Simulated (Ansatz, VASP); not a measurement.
# One calculation of AlN, two programs

File POSCAR:

```
AlN
1.0
    2.5854596279      0.0000000000      0.0000000000
    0.0000000000      2.5854596279      0.0000000000
    0.0000000000      0.0000000000      2.5854596279
Al N
1 1
Direct
    0.0000000000      0.0000000000      0.0000000000
    0.5000000000      0.5000000000      0.5000000000
```

INCAR.step1

```
ALGO = Normal
EDIFF = 1E-5
ENCUT = 520
GGA = PE
ISIF = 2
ISMEAR = -1
LASPH = T
LREAL = F
LWAVE = T
NBANDS = 11
NELM = 100
PREC = Accurate
SIGMA = 0.02
```

File INCAR.step2:

```
ALGO = Normal
EDIFF = 1E-6
ENCUT = 520
GGA = PE
HFSCREEN = 0.2079
ISIF = 2
ISMEAR = -1
ISTART = 1
LASPH = T
LCHARG = T
LELF = T
LHFCALC = T
LREAL = F
LVHAR = T
LWAVE = F
NBANDS = 11
NELM = 100
PREC = Accurate
PRECFOCK = Normal
SIGMA = 0.02
```

Contents of KPOINTS:

```
k-points
0
Gamma
  4 4 4
```

Input for Ansatz:

```yaml
crystal:
  lattice:
    - [2.5854596279, 0.0, 0.0]
    - [0.0, 2.5854596279, 0.0]
    - [0.0, 0.0, 2.5854596279]
  atoms:
    - { symbol: Al, position: [0.0, 0.0, 0.0] }
    - { symbol: "N", position: [0.5, 0.5, 0.5] }
kpoints:
  mp_grid: { grid: [4, 4, 4] }
hamiltonian:
  xc: hse06
scf:
  occupations: { method: fermi_dirac, width: 0.02 }
  n_extra_bands: 4
output:
  forces: true
  stress: true
  eigenvalues: true
```

The cell was built by a generator and needn't be a form met in nature.

Alike in both runs: task single point; functional HSE06; k mesh 4 × 4 × 4; occupations fermi-dirac, width 0.02 eV; no spin polarisation.

```csv
,VASP,Ansatz
version,VASP 6.6.1,Ansatz 0.2.0
potentials or method,"VASP PAW PBE potentials, release 64 (Al, N)","plane waves, PAW"
plane-wave cutoff (eV),520,420
valence electrons in the cell,8,8
```

Ansatz gave:

```
pressure (GPa) : -3.4
```

**Question.** What did VASP give for the same quantities?

**Answer.** Pressure (GPa): -3.3.

Ansatz warned: «stress_exchange_threshold_loose».

Caveats: the k mesh is coarse (spacing up to 0.61 Å⁻¹), so the values aren't converged, least of all with exact exchange; the PAW data sets were made with another functional, which shifts forces and pressure a little (VASP). A k mesh can miss the band edges.
